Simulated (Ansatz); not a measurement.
# Sc (Fm-3m) in Ansatz: convergence with k mesh

Aim: find how far k mesh must go before the results for Sc settle, at PBE. This setting moves, with any that are tied to it; all else stays.

All numbers are computed with Ansatz 0.2.0; they aren't measurements. Logs are shortened: lines on timing, memory, paths and dates and some standing lists are left out, and cuts for length are marked.

**1. The crystal as given**

The structure is cubic, space group Fm-3m (No. 225). Conventional cell: a = 4.520 Å, b = 4.520 Å, c = 4.520 Å, α = 90.00°, β = 90.00°, γ = 90.00°. Around Sc (site symmetry m-3m) lie 12 Sc at 3.20 Å.

This isn't the form of Sc at room conditions, which is hcp.

**2. With k mesh 3 × 3 × 3**

input.yaml reads:

```yaml
crystal:
  lattice:
    - [0.0, 2.26, 2.26]
    - [2.26, 0.0, 2.26]
    - [2.26, 2.26, 0.0]
  atoms:
    - { symbol: Sc, position: [0.0, 0.0, 0.0] }
hamiltonian:
  xc: pbe
  pseudopotentials: { kind: paw, level: accurate }
kpoints:
  mp_grid: { grid: [3, 3, 3] }
scf:
  occupations: { method: cold, width: 0.1 }
output:
  forces: true
  stress: true
  eigenvalues: true
```

Potentials or basis: Ansatz PAW earlier set.

On the command line:

```bash
$ ansatz run input.yaml --threads 2 --pin off --max-ram 5632MiB --backend cpu --events-out ev --progress --plain --runs-dir out
```

It took 0.3 s on 2 threads of Intel Xeon Platinum 8375C at 2.90GHz (Ice Lake), shared host; peak memory 0.3 GiB.

Results:

| Item | Value |
| --- | --- |
| Free energy | -2135.6404 eV |
| Pressure | 3.4 GPa |
| Band gap on the k mesh | none (metal or under the smearing width) |

**3. With k mesh 4 × 4 × 4**

input.yaml, as its differences from that of step 2:

```diff
@@ -11,3 +11,3 @@
 kpoints:
-  mp_grid: { grid: [3, 3, 3] }
+  mp_grid: { grid: [4, 4, 4] }
 scf:
```

Potentials or basis: Ansatz PAW earlier set.

On the command line:

```bash
$ ansatz run input.yaml --threads 2 --pin off --max-ram 5632MiB --backend cpu --events-out ev --progress --plain --runs-dir out
```

It took 0.4 s on 2 threads of Intel Xeon Platinum 8375C at 2.90GHz (Ice Lake), shared host; peak memory 0.3 GiB.

What came out:

* Free energy: -2135.7646 eV
* Pressure: 4.3 GPa
* Band gap on the k mesh: none (metal or under the smearing width)

**4. With k mesh 5 × 5 × 5**

input.yaml, as its differences from that of step 3:

```diff
@@ -11,3 +11,3 @@
 kpoints:
-  mp_grid: { grid: [4, 4, 4] }
+  mp_grid: { grid: [5, 5, 5] }
 scf:
```

On the command line:

```bash
$ ansatz run input.yaml --threads 2 --pin off --max-ram 5632MiB --backend cpu --events-out ev --progress --plain --runs-dir out
```

Wall time 0.41 s (2 threads of Intel Xeon Platinum 8375C at 2.90GHz (Ice Lake), shared host); peak memory 0.31 GiB.

What came out:

```yaml
Free_energy: -2135.7062 eV
Pressure: 5.0 GPa
Band_gap_on_the_k_mesh: none (metal or under the smearing width)
```

**5. With k mesh 6 × 6 × 6**

input.yaml, as its differences from that of step 4:

```diff
@@ -11,3 +11,3 @@
 kpoints:
-  mp_grid: { grid: [5, 5, 5] }
+  mp_grid: { grid: [6, 6, 6] }
 scf:
```

On the command line:

```bash
$ ansatz run input.yaml --threads 2 --pin off --max-ram 5632MiB --backend cpu --events-out ev --progress --plain --runs-dir out
```

Run time: 0.48 s. Hardware: 2 threads of Intel Xeon Platinum 8375C at 2.90GHz (Ice Lake), shared host; peak memory 0.31 GiB.

Results:

- Free energy: -2135.7581 eV
- Pressure: 4.1 GPa
- Band gap on the k mesh: none (metal or under the smearing width)

**6. With k mesh 7 × 7 × 7**

input.yaml, as its differences from that of step 5:

```diff
@@ -11,3 +11,3 @@
 kpoints:
-  mp_grid: { grid: [6, 6, 6] }
+  mp_grid: { grid: [7, 7, 7] }
 scf:
```

Potentials or basis: Ansatz PAW earlier set.

On the command line:

```bash
$ ansatz run input.yaml --threads 2 --pin off --max-ram 5632MiB --backend cpu --events-out ev --progress --plain --runs-dir out
```

Wall time 0.6 s (2 threads of Intel Xeon Platinum 8375C at 2.90GHz (Ice Lake), shared host); peak memory 0.32 GiB.

The run converged. Its results:

```yaml
Free_energy: -2135.7519 eV
Pressure: 3.5 GPa
Band_gap_on_the_k_mesh: none (metal or under the smearing width)
```

**7. With k mesh 9 × 9 × 9**

input.yaml, as its differences from that of step 6:

```diff
@@ -11,3 +11,3 @@
 kpoints:
-  mp_grid: { grid: [7, 7, 7] }
+  mp_grid: { grid: [9, 9, 9] }
 scf:
```

On the command line:

```bash
$ ansatz run input.yaml --threads 2 --pin off --max-ram 5632MiB --backend cpu --events-out ev --progress --plain --runs-dir out
```

Run time: 0.83 s. Hardware: 2 threads of Intel Xeon Platinum 8375C at 2.90GHz (Ice Lake), shared host; peak memory 0.33 GiB.

It converged, with:

| Property | Result |
| --- | --- |
| Free energy | -2135.7570 eV |
| Pressure | 3.6 GPa |
| Band gap on the k mesh | none (metal or under the smearing width) |

**8. With k mesh 11 × 11 × 11**

input.yaml, as its differences from that of step 7:

```diff
@@ -11,3 +11,3 @@
 kpoints:
-  mp_grid: { grid: [9, 9, 9] }
+  mp_grid: { grid: [11, 11, 11] }
 scf:
```

On the command line:

```bash
$ ansatz run input.yaml --threads 2 --pin off --max-ram 5632MiB --backend cpu --events-out ev --progress --plain --runs-dir out
```

Run time: 1 s. Hardware: 2 threads of Intel Xeon Platinum 8375C at 2.90GHz (Ice Lake), shared host; peak memory 0.35 GiB.

The run converged. Its results:

```yaml
Free_energy: -2135.7498 eV
Pressure: 3.7 GPa
Band_gap_on_the_k_mesh: none (metal or under the smearing width)
```

**9. With k mesh 14 × 14 × 14**

input.yaml, as its differences from that of step 8:

```diff
@@ -11,3 +11,3 @@
 kpoints:
-  mp_grid: { grid: [11, 11, 11] }
+  mp_grid: { grid: [14, 14, 14] }
 scf:
```

Potentials or basis: Ansatz PAW earlier set.

On the command line:

```bash
$ ansatz run input.yaml --threads 2 --pin off --max-ram 5632MiB --backend cpu --events-out ev --progress --plain --runs-dir out
```

Wall time 1.9 s (2 threads of Intel Xeon Platinum 8375C at 2.90GHz (Ice Lake), shared host); peak memory 0.39 GiB.

Results (log left out):

* Free energy: -2135.7517 eV
* Pressure: 3.6 GPa
* Band gap on the k mesh: none (metal or under the smearing width)

**10. With k mesh 17 × 17 × 17**

input.yaml, as its differences from that of step 9:

```diff
@@ -11,3 +11,3 @@
 kpoints:
-  mp_grid: { grid: [14, 14, 14] }
+  mp_grid: { grid: [17, 17, 17] }
 scf:
```

Potentials or basis: Ansatz PAW earlier set.

On the command line:

```bash
$ ansatz run input.yaml --threads 2 --pin off --max-ram 5632MiB --backend cpu --events-out ev --progress --plain --runs-dir out
```

The program printed:

```text
Warning: RAYON_NUM_THREADS=2 ignored (pool sized by the plan → 2); use --threads N
Engine: ansatz 0.2.0, x86_64-unknown-linux-gnu
Pseudopotentials: kind: paw, level: accurate
Pseudopotential: Sc, paw, valence charge 11, recommended cutoff 920 eV (high), Sc.paw.azcp
Functional definition: PBE
  parameter kappa = 0.804
  parameter beta = 0.06672455060314922
  exchange = pbe_x(kappa = kappa, mu = beta*pi^2/3)
  correlation = pbe_c(beta = beta)
Crystal: 1 atoms, lattice volume = 23.086 Å³
Basis set: ecut = 920 eV, 1459 PW (Γ), exchange–correlation on 64×64×64 points (8 copies of the dense FFT grid, shifted against one another)
Bands: 10, of which v1, the nominal top of the filled ones, is band 6 counted from 1 (5 counted from 0)
Symmetry: 48 space group operations
Space group: Fm-3m (ITA 225), of the structure as read, at distance tolerance 2.8e-5 Å
k-points: 165 of 4913
Non-local potential: Sc, projectors of the file, l = 0: 2, l = 1: 2, l = 2: 2, l = 3: 1
PAW form: soft (Blöchl's): semilocal exchange-correlation on the pseudo side does not see the compensation charge
PAW one-centre angular grid: Sc, 590 points (default); XC on 64 Gauss nodes
Initial density: superposition of atomic densities (chi_scale 0.1, normalization cell)
Initial wavefunctions: pseudopotential atomic-orbital guess
Functional: x = pbe(κ = 0.804, μ = 0.2195149727645171), c = pbe(β = 0.06672455060314922)
SCF iter   1: F=—  HF=-2135.791353 eV  |F-HF|=—  |Δ(HF+E_count)|=         —  Δρ=2.21e-2  dr2=1.39e-1  ethr=3.10e-3  ⟨swp⟩=4.9  Hψ=9727  notcnv=0
preconditioner: auto → none  [metal: Δε(μ)=0.034 eV  Ē_g=4.305 eV  σ=0.100 eV  W_gap=0.20  n_scr=8 (ndim 8)  ℏωp=13.4 eV  f_vac=0.000  D(μ)=1.79/eV (n_scr^D=14)  sad-step TF]
SCF iter   2: F=—  HF=-2135.758357 eV  |F-HF|=—  |Δ(HF+E_count)|=   3.30e-2  S|Δr|=    0.00e0  Δρ=1.03e-2  dr2=3.35e-2  ethr=1.26e-3  ⟨swp⟩=2.0  Hψ=3648  notcnv=0  defer=41
SCF iter   3: F=—  HF=-2135.750736 eV  |F-HF|=—  |Δ(HF+E_count)|=   7.62e-3  S|Δr|=    0.00e0  Δρ=1.49e-3  dr2=3.14e-4  ethr=3.05e-4  ⟨swp⟩=2.7  Hψ=2906  notcnv=0  defer=41
SCF iter   4: F=—  HF=-2135.750871 eV  |F-HF|=—  |Δ(HF+E_count)|=   1.35e-4  S|Δr|=    0.00e0  Δρ=1.29e-4  dr2=1.78e-6  ethr=2.85e-6  ⟨swp⟩=1.5  Hψ=1885  notcnv=0  defer=41
SCF iter   5: F=—  HF=-2135.750864 eV  |F-HF|=—  |Δ(HF+E_count)|=   7.15e-6  S|Δr|=    0.00e0  Δρ=1.44e-5  dr2=2.90e-8  ethr=9.09e-10  ⟨swp⟩=6.8  Hψ=8224  notcnv=0
SCF iter   6: F=-2135.750864 eV  HF=-2135.750864 eV  |F-HF|=1.68e-10  |Δ(HF+E_count)|=   8.55e-9  S|Δr|=    0.00e0  Δρ=1.37e-6  dr2=3.07e-10  ethr=2.64e-10  ⟨swp⟩=2.3  Hψ=5798  notcnv=0
SCF 1 converged in 6 iterations: F = -2135.750864 eV  dr2 = 3.07e-10
SCF converged after 6 iterations
Stability not checked: this state was not tested for a lower state beside it, because cold or Methfessel-Paxton smearing, or corrected tetrahedra, fill the levels in a way that the test cannot read (fill_not_monotonic; see scf.lower_state_search)
Free energy (F): -2135.750864 eV
Harris-Foulkes:  -2135.750864 eV  (|F-HF|=1.68e-10)
Internal energy: -2135.751073 eV  (E = F + TS)
E sigma→0 (E₀):  -2135.750934 eV
Entropy (-TS):   0.000209 eV (0.209 meV/atom)
Fermi energy:    9.978247 eV
--- Per-component energies (eV) ---
  E_band       = -159.771739
  E_kinetic    = 407.471843
  E_local      = -1121.130549  (includes V_loc(G=0)·N_el)
  E_nonlocal   = 243.899104
  E_hartree    = 290.559003
  E_xc         = -157.690635
  E_vxc        = -204.587351  (∫ρ·V_xc dr)
  E_paw        = -915.179860  (= ΣΔE_a)
  E_vpaw       = -66.543356  (= ΣTr[D̂ρ^β])
  E_aug_tail   = -0.000000  (compensation charges beyond the density's cutoff)
  E_ewald      = -883.679978
  E_smearing   = 0.000209  (= −TS)
  E_closure    = -0.000000  (closes the sum)
  Σ components = -2135.750864   (vs F -2135.750864, Δ=0.00e0)
--- Forces (eV/Å), atoms counted from 1 ---
  atom   1  Sc    -0.00000000     0.00000000     0.00000000
  max |Σ_I F_I| component: 7.60e-32 eV/Å
--- Stress (GPa, compression-positive) ---
        3.691815      -0.000000      -0.000000
        0.000000       3.691815       0.000000
       -0.000000       0.000000       3.691815
  P = ⅓ Tr σ = 3.6918 GPa (36.918 kbar)
--- Band table (eV; the first three rows and the last of 165) ---
  k-point 0: bands = ["-39.2846", "-17.6553", "-17.6553", "-17.6553", "4.6737", "11.6509", "11.6509", "11.6509", "13.1533", "13.1533"]
  k-point 1: bands = ["-39.2819", "-17.6726", "-17.6575", "-17.6575", "4.7667", "11.5784", "11.6866", "11.6866", "13.1268", "13.1268"]
  k-point 2: bands = ["-39.2744", "-17.7217", "-17.6637", "-17.6637", "5.0399", "11.3807", "11.7776", "11.7776", "13.0690", "13.0690"]
  k-point 164: bands = ["-39.1810", "-17.9896", "-17.9587", "-17.8316", "9.2358", "10.1083", "10.2884", "12.6641", "14.3376", "16.8923"]
```

It took 2.8 s on 2 threads of Intel Xeon Platinum 8375C at 2.90GHz (Ice Lake), shared host; peak memory 0.43 GiB.

Results:

* Free energy: -2135.7509 eV
* Pressure: 3.7 GPa
* Band gap on the k mesh: none (metal or under the smearing width)

**11. Result**

```tsv
k mesh	energy less the tightest run, at zero smearing (meV/atom)	pressure (GPa)	SCF cycles	CPU time (s)	peak memory (GiB)
3 × 3 × 3	110.34	3.39	6	0.45	0.3
4 × 4 × 4	-10.92	4.25	6	0.62	0.3
5 × 5 × 5	46.48	5.01	6	0.67	0.31
6 × 6 × 6	-6.45	4.11	6	0.79	0.31
7 × 7 × 7	-2.64	3.48	6	1	0.32
9 × 9 × 9	-7.14	3.60	6	1.5	0.33
11 × 11 × 11	1.44	3.68	6	1.9	0.35
14 × 14 × 14	-1.35	3.63	6	3.5	0.39
17 × 17 × 17	0.00	3.69	6	5.2	0.43
```

Against the tightest run, the pressure stays within 0.1 GPa from 9 × 9 × 9 on. Not settled before the last step: the energy (to 1 meV/atom). Meshes of other sizes hit other points, so gaps and Fermi surfaces needn't settle smoothly. The tightest run that finished is the yardstick and may itself not be fully converged.
